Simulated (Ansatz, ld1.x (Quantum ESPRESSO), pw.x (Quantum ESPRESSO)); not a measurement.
**As (Z = 33) (sc): variants of one PAW potential in the solid**

As (Z = 33), PAW, made with ld1.x (Quantum ESPRESSO) 7.5 (PBE, scalar-relativistic). Core [Ar] 3d10, reference 4s2 4p3. Waves: 4s (bound): rcut 1.45, rcutus 1.70 bohr; 4s channel at -0.15 Ry: rcut 1.45, rcutus 1.70 bohr; 4p (bound): rcut 1.80, rcutus 2.35 bohr; 4p channel at 3.35 Ry: rcut 1.80, rcutus 2.35 bohr; 4d channel at 0.35 Ry: rcut 1.50, rcutus 1.90 bohr; 4d channel at 2.8 Ry: rcut 1.50, rcutus 1.90 bohr. Local part: all-electron potential smoothed inside 1.30 bohr (lloc = -1). Core correction: Bessel-smoothed model core inside 1.40 bohr. Augmentation charge: PSQ, radius 1.25 bohr.

Crystal test: sc As in pw.x 7.5, no spin, 12³ k-points, Fermi–Dirac smearing 0.01 Ry, cutoffs set for each file from its atomic test. The reference is all-electron LAPW (Ansatz 0.2.0) with the same functional, mesh and smearing; V0 and B0 come from Birch–Murnaghan fits to the pressures at five volumes. Errors are pseudo minus all-electron; Δ is the rms difference of the E(V) curves that follow from these fits, minima aligned, over ±6 % about the mean V0. Mesh and smearing are coarse, so the numbers serve the comparison and aren't converged zero-temperature values; the lattice is a test structure that the element need not adopt.

All-electron: a0 = 2.735 Å (V0 = 20.45 Å³/atom), B0 = 75.1 GPa.

Base: The logarithmic derivative shows an extra or strongly shifted pseudo pole above the reference energy (d near 1.37 Ry).

1 further variants are left out: they gave no file fit for a test, a broken result, the same result as the base, or pressures whose basis-set error rivals the error shown.

| change | cutoffs (Ry) | pw.x | a0 (Å) | a0 error (%) | B0 error (%) | Δ (meV/atom) | mean pressure error (GPa) |
| --- | --- | --- | --- | --- | --- | --- | --- |
| base | 40/400 | converged | 2.729 | -0.19 | +1.2 | 1.9 | -0.43 |
| local potential all-electron potential smoothed inside 2.25 bohr (lloc = -2) | 40/400 | converged | 2.735 | +0.01 | +1.2 | 0.1 | +0.02 |
| waves 4d channel at 0.35 Ry: rcut 1.50, rcutus 1.86 bohr; 4d channel at 2.8 Ry: rcut 1.50, rcutus 1.86 bohr | 40/400 | converged | 2.726 | -0.32 | +1.2 | 3.3 | -0.72 |
| waves 4p (bound): rcut 1.80, rcutus 2.40 bohr; 4p channel at 3.35 Ry: rcut 1.80, rcutus 2.40 bohr | 40/400 | converged | 2.728 | -0.24 | +1.4 | 2.5 | -0.55 |
| wave 4p channel at 3.35 Ry: rcut 1.80, rcutus 2.35 bohr becomes 4p channel at 0.7 Ry: rcut 1.80, rcutus 2.35 bohr | 40/400 | converged | 2.731 | -0.15 | +1.0 | 1.5 | -0.33 |
